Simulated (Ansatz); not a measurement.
## Lattice dynamics of Mg (P6/mmm, 1 atom in the cell)

How does Mg (P6/mmm, 1 atom in the cell) vibrate, and is this structure a minimum?

Main program and level: Ansatz 0.2.0; DFT PBEsol, scalar-relativistic, plane waves, PAW.

This is not the structure that Mg takes at ambient pressure and room temperature (hexagonal, No. 194); it is a model or a phase of other conditions.

## 1. The structure

Symmetry: P6/mmm, No. 191, hexagonal system. The conventional cell has a = 3.050 Å, b = 3.050 Å, c = 3.045 Å, α = 90.00°, β = 90.00°, γ = 120.00°. Nearest to Mg lie 8 Mg at 3.04 to 3.05 Å.

## 2. Bringing the structure to rest

The cell and atoms are relaxed, since residual forces and stress would shift the frequencies.

The input, input.yaml:

```yaml
crystal:
  lattice:
    - [3.0502998005, 0.0, 0.0]
    - [-1.5251499003, 2.6416371164, 0.0]
    - [0.0, 0.0, 3.04483757]
  atoms:
    - { symbol: Mg, position: [0.0, 0.0, 0.0] }
kpoints:
  mp_grid: { grid: [15, 15, 12] }
hamiltonian:
  xc: pbesol
scf:
  occupations: { method: gaussian, width: 0.1 }
output:
  forces: true
  stress: true
  eigenvalues: true
relax:
  adjacent_minimum: "off"
  f_tol: 0.005
  max_steps: 80
  cell: { stress_tol: 0.05 }
```

On the command line:

```console
$ ansatz run input.yaml --threads 4 --pin off --max-ram 7168MiB --backend cpu --events-out ev --progress --plain --runs-dir out
```

Numbers of over 12 decimals in the logs are rounded to 6 here.

The log of the run:

```text
Engine: ansatz 0.2.0, aarch64-unknown-linux-gnu
Pseudopotentials: kind: paw
Pseudopotential: Mg, paw, valence charge 10, recommended cutoff 420 eV (normal), Mg.paw.azcp
Functional definition: PBEsol
  exchange = pbesol_x
  correlation = pbesol_c
Crystal: 1 atoms, lattice volume = 24.535 Å³
Basis set: ecut = 420 eV, 467 PW (Γ), exchange–correlation on 48×48×48 points (8 copies of the dense FFT grid, shifted against one another)
Bands: 9, of which v1, the nominal top of the filled ones, is band 5 counted from 1 (4 counted from 0)
Symmetry: 24 space group operations
Space group: P6/mmm (ITA 191), of the structure as read, at distance tolerance 2.9e-5 Å
k-points: 189 of 2700
Non-local potential: Mg, projectors of the file, l = 0: 3, l = 1: 2, l = 2: 1
PAW form: soft (Blöchl's): semilocal exchange-correlation on the pseudo side does not see the compensation charge
PAW frozen core: Mg, regenerated for the run's functional, and the local potential with it (the file was generated under x = pbe(κ = 0.804, μ = 0.219515), c = pbe(β = 0.066725))
PAW one-centre angular grid: Mg, 110 points (default); XC on 64 Gauss nodes
Initial density: superposition of atomic densities (neutral atoms: chi_scale 0, normalization atom), corrected by the library's trained network
Initial wavefunctions: pseudopotential atomic-orbital guess
Functional: x = pbesol(κ = 0.804, μ = 0.123457), c = pbesol(β = 0.046)
SCF iter   1: F=—  HF=-1911.816860 eV  |F-HF|=—  |Δ(HF+E_count)|=         —  Δρ=2.15e-3  dr2=7.26e-4  ethr=1.77e-3  ⟨swp⟩=5.7  Hψ=12052  notcnv=0
preconditioner: auto → none  [metal: Δε(μ)=0.073 eV  Ē_g=9.568 eV  σ=0.100 eV  W_gap=0.39  n_scr=2 (ndim 8)  ℏωp=10.6 eV  f_vac=0.000  D(μ)=0.54/eV (n_scr^D=0)  sad-step TF]
SCF iter   2: F=—  HF=-1911.816476 eV  |F-HF|=—  |Δ(HF+E_count)|=   3.84e-4  Δρ=1.02e-3  dr2=2.36e-4  ethr=7.26e-6  ⟨swp⟩=2.4  Hψ=3790  notcnv=0
SCF iter   3: F=—  HF=-1911.816414 eV  |F-HF|=—  |Δ(HF+E_count)|=   6.26e-5  Δρ=1.72e-4  dr2=7.89e-6  ethr=2.36e-6  ⟨swp⟩=2.5  Hψ=2544  notcnv=0  defer=5
SCF iter   4: F=—  HF=-1911.816417 eV  |F-HF|=—  |Δ(HF+E_count)|=   3.19e-6  Δρ=4.80e-5  dr2=2.38e-7  ethr=7.89e-8  ⟨swp⟩=2.1  Hψ=2532  notcnv=0  defer=5
iter 5 did not close the SCF: its close was put off for the readings that it lacked (scf_convergence_deferred on its scf_iter line)
SCF iter   5: F=-1911.816417 eV  HF=-1911.816417 eV  |F-HF|=4.94e-10  |Δ(HF+E_count)|=   3.17e-7  Δρ=2.09e-6  dr2=8.18e-10  ethr=2.38e-9  ⟨swp⟩=2.0  Hψ=2632  notcnv=0  defer=5
SCF iter   6: F=-1911.816417 eV  HF=-1911.816417 eV  |F-HF|=3.87e-12  |Δ(HF+E_count)|=  4.54e-10  Δρ=2.21e-7  dr2=8.24e-12  ethr=8.18e-12  ⟨swp⟩=2.2  Hψ=4620  notcnv=0
SCF 1 converged in 6 iterations: F = -1911.816417 eV  dr2 = 8.24e-12
  greatest PAW one-centre occupation: 1.000 electrons in one spin orbital (limit 2), on the Mg atom at site 0 (counted from 0), in its partial waves of l = 0
relax step   1: F+E_penalty+E_count = -1911.81641657 eV  Δ(F+E_penalty+E_count) = +0.000e0 eV  max|allowed force component| = 0.000e0 eV/Å  Δτ_max = 0.0000 Å  P = +0.678 GPa  Ω = 24.535 Å³  (6 SCF iters, dr2 threshold 1.00e-7 eV, accepted)
Crystal: 1 atoms, lattice volume = 24.912 Å³
Initial density: handed on by an earlier stage of this run
Initial wavefunctions: those handed on with the density
iter 1 solved again at ethr=1.62e-7 eV; its pass at ethr=3.10e-3 eV (dr2=1.62e-5 eV) is discarded
SCF iter   1: F=—  HF=-1911.817503 eV  |F-HF|=—  |Δ(HF+E_count)|=         —  Δρ=2.03e-4  dr2=1.62e-5  ethr=1.62e-7  ⟨swp⟩=2.0  Hψ=14988  notcnv=0
preconditioner: auto → none  [metal: Δε(μ)=0.066 eV  Ē_g=9.479 eV  σ=0.100 eV  W_gap=0.35  n_scr=2 (ndim 8)  ℏωp=10.5 eV  f_vac=0.000  D(μ)=0.54/eV (n_scr^D=0)]
SCF iter   2: F=—  HF=-1911.817500 eV  |F-HF|=—  |Δ(HF+E_count)|=   2.49e-6  Δρ=8.58e-5  dr2=2.73e-6  ethr=1.62e-7  ⟨swp⟩=1.0  Hψ=1701  notcnv=0
SCF iter   3: F=-1911.817499 eV  HF=-1911.817499 eV  |F-HF|=3.19e-9  |Δ(HF+E_count)|=   1.53e-6  Δρ=3.87e-6  dr2=3.57e-9  ethr=1.00e-9  ⟨swp⟩=4.2  Hψ=7412  notcnv=0
SCF 2 converged in 3 iterations: F = -1911.817499 eV  dr2 = 3.57e-9
relax step   2: F+E_penalty+E_count = -1911.81749877 eV  Δ(F+E_penalty+E_count) = -1.082e-3 eV  max|allowed force component| = 0.000e0 eV/Å  Δτ_max = 0.0000 Å  P = +0.199 GPa  Ω = 24.912 Å³  energy of the carried Pulay correction = -5.148e-6 eV  (3 SCF iters, dr2 threshold 1.00e-7 eV, accepted)
Crystal: 1 atoms, lattice volume = 25.074 Å³
Basis set: ecut = 420 eV, 491 PW (Γ), exchange–correlation on 48×48×48 points (8 copies of the dense FFT grid, shifted against one another)
iter 1 solved again at ethr=1.94e-8 eV; its pass at ethr=3.10e-3 eV (dr2=1.94e-6 eV) is discarded
SCF iter   1: F=—  HF=-1911.817599 eV  |F-HF|=—  |Δ(HF+E_count)|=         —  Δρ=7.16e-5  dr2=1.84e-6  ethr=1.94e-8  ⟨swp⟩=2.2  Hψ=15079  notcnv=0
preconditioner: auto → none  [metal: Δε(μ)=0.062 eV  Ē_g=9.442 eV  σ=0.100 eV  W_gap=0.32  n_scr=2 (ndim 8)  ℏωp=10.5 eV  f_vac=0.000  D(μ)=0.54/eV (n_scr^D=0)]
SCF iter   2: F=—  HF=-1911.817602 eV  |F-HF|=—  |Δ(HF+E_count)|=   3.12e-6  Δρ=3.17e-5  dr2=3.45e-7  ethr=1.84e-8  ⟨swp⟩=1.0  Hψ=1701  notcnv=0
SCF iter   3: F=-1911.817602 eV  HF=-1911.817602 eV  |F-HF|=1.07e-10  |Δ(HF+E_count)|=   2.41e-7  Δρ=1.17e-6  dr2=2.71e-10  ethr=1.00e-9  ⟨swp⟩=5.1  Hψ=8292  notcnv=0
SCF 3 converged in 3 iterations: F = -1911.817602 eV  dr2 = 2.71e-10
relax step   3: F+E_penalty+E_count = -1911.81760219 eV  Δ(F+E_penalty+E_count) = -1.034e-4 eV  max|allowed force component| = 0.000e0 eV/Å  Δτ_max = 0.0000 Å  P = +0.007 GPa  Ω = 25.074 Å³  energy of the carried Pulay correction = -7.366e-6 eV  (3 SCF iters, dr2 threshold 1.00e-7 eV, accepted)
Initial wavefunctions: pseudopotential atomic-orbital guess (no wavefunctions were taken with the density)
iter 1 solved again at ethr=3.67e-8 eV; its pass at ethr=3.10e-3 eV (dr2=3.67e-6 eV) is discarded
SCF iter   1: F=—  HF=-1911.817608 eV  |F-HF|=—  |Δ(HF+E_count)|=         —  Δρ=4.82e-5  dr2=1.25e-8  ethr=3.67e-8  ⟨swp⟩=3.1  Hψ=16567  notcnv=0
SCF iter   2: F=—  HF=-1911.817610 eV  |F-HF|=—  |Δ(HF+E_count)|=   1.50e-6  Δρ=2.41e-5  dr2=3.09e-9  ethr=1.25e-10  ⟨swp⟩=2.1  Hψ=2431  notcnv=0
SCF iter   3: F=—  HF=-1911.817609 eV  |F-HF|=—  |Δ(HF+E_count)|=   5.65e-7  Δρ=6.81e-7  dr2=2.10e-11  ethr=3.09e-11  ⟨swp⟩=1.9  Hψ=1885  notcnv=0
SCF iter   4: F=-1911.817609 eV  HF=-1911.817609 eV  |F-HF|=2.27e-12  |Δ(HF+E_count)|=  2.91e-10  Δρ=7.86e-8  dr2=9.42e-13  ethr=1.00e-12  ⟨swp⟩=5.2  Hψ=6368  notcnv=0
SCF 4 converged in 4 iterations: F = -1911.817609 eV  dr2 = 9.42e-13
relax step   4: F+E_penalty+E_count = -1911.81760924 eV  Δ(F+E_penalty+E_count) = -7.057e-6 eV  max|allowed force component| = 0.000e0 eV/Å  Δτ_max = 0.0000 Å  P = +0.007 GPa  Ω = 25.074 Å³  stress off target by 1.21e-2 GPa  SCF on the basis re-selected at this cell (its energy is not comparable with the rows above)  (4 SCF iters)
basis re-selected at this cell: Δ(F+E_penalty+E_count) = -7.057e-6 eV, ΔP = -0.000 GPa vs the last step (what re-selecting the basis moved, of the pressure what is left beyond the Pulay correction that the steps carried, after the strain that the cell walked since its last selection, with what the two solves' SCF thresholds leave and, on support functions, any second-order correction that the steps lacked; it is no measure of the basis error at this ecutwfc). This SCF's stress stands 1.21e-2 GPa from its target on what of the cell is left free (relax.cell.stress_tol is 5.00e-2 GPa) and its largest allowed force component is 0.00e0 eV/Å (relax.f_tol is 5.00e-3 eV/Å): [rest of the remark cut]
SCF converged after 4 iterations
Free energy (F): -1911.817609 eV
Harris-Foulkes:  -1911.817609 eV  (|F-HF|=2.27e-12)
Internal energy: -1911.814916 eV  (E = F + TS)
E sigma→0 (E₀):  -1911.816263 eV
Entropy (-TS):   -0.002693 eV (-2.693 meV/atom)
Fermi energy:    4.849991 eV
--- Per-component energies (eV) ---
  E_band       = -364.187759
  E_kinetic    = 74.518044
  E_local      = -1670.369371  (includes V_loc(G=0)·N_el)
  E_nonlocal   = 96.640895
  E_hartree    = 599.172785
  E_xc         = -27.827141
  E_vxc        = -36.076208  (∫ρ·V_xc dr)
  E_paw        = -281.447938  (= ΣΔE_a)
  E_vpaw       = -27.246718  (= ΣTr[D̂ρ^β])
  E_aug_tail   = -0.000002  (compensation charges beyond the density's cutoff)
  E_ewald      = -702.561051
  E_core_change = 0.058862  (= ΣΔE_core)
  E_smearing   = -0.002693  (= −TS)
  E_closure    = -0.000000  (closes the sum)
  Σ components = -1911.817609   (vs F -1911.817609, Δ=0.00e0)
--- Forces (eV/Å), atoms counted from 1 ---
  atom   1  Mg     0.00000000     0.00000000    -0.00000000
  max |Σ_I F_I| component: 1.64e-32 eV/Å
--- Stress (GPa, compression-positive) ---
        0.004896       0.000000      -0.000000
        0.000000       0.004896      -0.000000
       -0.000000      -0.000000       0.012128
  P = ⅓ Tr σ = 0.0073 GPa (0.073 kbar)
--- Band table (eV; the first three rows and the last of 189) ---
  k-point 0: bands = ["-70.8908", "-37.8357", "-37.8070", "-37.8070", "-1.6759", "12.8412", "13.5271", "17.2795", "17.2795"]
  k-point 1: bands = ["-70.8907", "-37.8375", "-37.8068", "-37.8068", "-1.5647", "10.9728", "15.4477", "17.3737", "17.3737"]
  k-point 2: bands = ["-70.8904", "-37.8425", "-37.8065", "-37.8065", "-1.2321", "8.9151", "17.6116", "17.6508", "17.6508"]
  k-point 188: bands = ["-70.8854", "-37.8569", "-37.8305", "-37.8305", "7.9016", "7.9016", "8.4952", "9.6454", "9.6454"]
--- Relaxed structure (3 steps of the walk, 3 accepted, 1 SCFs on fresh bases) ---
  F+E_penalty+E_count = -1911.81760924 eV   max|allowed force component| = 0.000e0 eV/Å   (the final SCF, on the basis selected at the relaxed cell)
  cell:  # Å, volume = 25.0743 Å³
    - [3.075330, 2.910445827436227e-11, 0.0]
    - [-1.537665, 2.663314, 0.0]
    - [0.0, 0.0, 3.061365]
  atoms:
    - { symbol: Mg, position: [0.0, 0.0, 0.0] }
```

Run time: 2.3 s. Hardware: 4 threads of Arm Neoverse V2, shared host; peak memory 0.31 GiB.

Step by step:

| step | energy less that of the first step (eV) | largest force component (eV/Å) | pressure (GPa) | volume (Å³) |
| --- | --- | --- | --- | --- |
| 1 | 0.0000 | 0.0000 | 0.68 | 24.53 |
| 2 | -0.0011 | 0.0000 | 0.20 | 24.91 |
| 3 | -0.0012 | 0.0000 | 0.01 | 25.07 |
| 4* | -0.0012 | 0.0000 | 0.01 | 25.07 |

Relaxation steps marked * repeat the geometry before them on a plane-wave basis chosen anew for their cell, so energy and pressure can jump there.

| conventional cell, symmetrised | before | after | change |
| --- | --- | --- | --- |
| a (Å) | 3.050 | 3.075 | +0.8 % |
| b (Å) | 3.050 | 3.075 | +0.8 % |
| c (Å) | 3.045 | 3.061 | +0.5 % |
| volume (Å³/atom) | 24.53 | 25.07 | +2.2 % |

Final coordinates:

```xyz
1
Lattice="3.0753 0.0000 0.0000 -1.5377 2.6633 0.0000 0.0000 0.0000 3.0614" Properties=species:S:1:pos:R:3 pbc="T T T"
Mg    0.0000    0.0000    0.0000
```

Numbers from this step:

| Quantity | Value |
| --- | --- |
| pressure | 0.007307 GPa |
| volume per atom | 25.07 Å³ |
| gap on the k-mesh | 0 eV |

In this step the volume went from 24.53 to 25.07 Å³/atom.

## 3. Tight relaxation

Phonons need a cell at rest on their own settings, so the relaxation is repeated with tight tolerances on forces and stress on the k mesh and occupations of the first response run.

input.yaml, the sections that differ from step 2:

```yaml
crystal:
  lattice:
    - [3.075329599, 0.0, 0.0]
    - [-1.5376647995, 2.6633135578, 0.0]
    - [0.0, 0.0, 3.0613652672]
  atoms:
    - { symbol: Mg, position: [0.0, 0.0, 0.0] }
scf:
  occupations: { method: methfessel_paxton, width: 0.15 }
relax:
  adjacent_minimum: "off"
  f_tol: 0.001
  max_steps: 60
  cell: { stress_tol: 0.01 }
# kpoints, hamiltonian, output: as in step 2
```

The log of the run:

```text
[...]
Crystal: 1 atoms, lattice volume = 25.074 Å³
Basis set: ecut = 420 eV, 491 PW (Γ), exchange–correlation on 48×48×48 points (8 copies of the dense FFT grid, shifted against one another)
Bands: 9, of which v1, the nominal top of the filled ones, is band 5 counted from 1 (4 counted from 0)
Symmetry: 24 space group operations
[...]
k-points: 189 of 2700
[...]
0.000000       0.000187      -0.000000
        0.000000      -0.000000      -0.000195
  P = ⅓ Tr σ = 0.0001 GPa (0.001 kbar)
--- Band table (eV; the first three rows and the last of 189) ---
[...]
--- Relaxed structure (3 steps of the walk, 3 accepted, 1 SCFs on fresh bases) ---
[...]
cell:  # Å, volume = 25.0875 Å³
    - [3.075554, 0.0, 0]
    - [-1.537777, 2.663508, 0]
    - [0, 0, 3.062524]
  atoms:
    - { symbol: Mg, position: [0.0, 0.0, 0.0] }
[key lines of the parts left out:]
SCF converged after 5 iterations
Free energy (F): -1911.816451 eV
Fermi energy:    4.845596 eV
```

Wall time 2.8 s (4 threads); peak memory 0.31 GiB; 8.7 s of CPU time.

Little changed from the start: no atom moved by 0.005 Å and no cell edge by 0.1 %.

Numbers from this step:

```yaml
pressure: 5.95e-5 GPa
volume_per_atom: 25.09 Å³
```

The forces vanish by symmetry and the pressure is 0.000 GPa, within the tolerances set. The cell now holds 25.09 Å³/atom.

[end of part 1 of 2]

[Logs are printed without paths, hosts, clocks, repeated set-up lines and the standing remarks that a program may print on its own settings, such as how far it seeks lower states.]

[Hosts, paths, dates, database ids (printed as entryN), source tags and the programs' standing remarks are cut or masked in the printed files.]
